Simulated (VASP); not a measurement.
Set up this calculation in VASP 6.6.1, as the native input.

```
Task                   : relaxation of cell and atoms
Functional             : PBE
Potentials or basis    : VASP PAW PBE potentials, release 64 (Hg, Se)
Cutoff                 : 600 eV
k mesh                 : 10 × 10 × 10
Occupations            : gaussian, width 0.03 eV
Spin                   : no spin polarisation
Further INCAR settings : ALGO = Normal; EDIFF = 1e-07; IBRION = 2; EDIFFG = -0.005; NSW = 90; ISIF = 3
```

The structure of HgSe lies in POSCAR:

```
HgSe                                    
1.0
    0.0000000000      3.1343864752      3.1343864752
    3.1343864752      0.0000000000      3.1343864752
    3.1343864752      3.1343864752      0.0000000000
  Hg              Se            
     1     1
Direct
     0.0000000000000000    0.0000000000000000    0.0000000000000000
     0.2500000000000000    0.2500000000000000    0.2500000000000000
```

These files were run (other wordings do the same):

INCAR

```
PREC = Accurate
ENCUT = 600
EDIFF = 1E-7
ISMEAR = 0
SIGMA = 0.03
LREAL = False
LASPH = True
NELM = 80
ALGO = Normal
ISIF = 3
LWAVE = False
LCHARG = False
GGA = PE
IBRION = 2
NSW = 90
EDIFFG = -0.005
```

KPOINTS

```
regular mesh
0
Gamma
  10 10 10
```

Potentials or basis: VASP PAW PBE potentials, release 64 (Hg, Se).

Run with:

```bash
$ cat potpaw_PBE.64/Hg/POTCAR potpaw_PBE.64/Se/POTCAR > POTCAR
$ mpirun -np 1 vasp_std > vasp.out
```

Results of the run:

```yaml
Relaxed_volume: 30.83 Å³/atom
Relaxed_cell: a = 4.434 Å, b = 4.434 Å, c = 4.434 Å, α = 60.00°, β = 60.00°, γ = 60.00°
Space_group_after_relaxing_to_0.05_Å: F-43m (No. 216)
Energy_gained_by_relaxing: 0.0 meV/atom
Ionic_steps: 2
Pressure_after_relaxing: 0.0 GPa
Band_gap_on_the_k_mesh: none (metal or under the smearing width)
```

Wall time 50 s on 1 thread of Intel(R) Xeon(R) Platinum 8488C (Sapphire Rapids), on a shared host, peak memory 0.23 GiB.
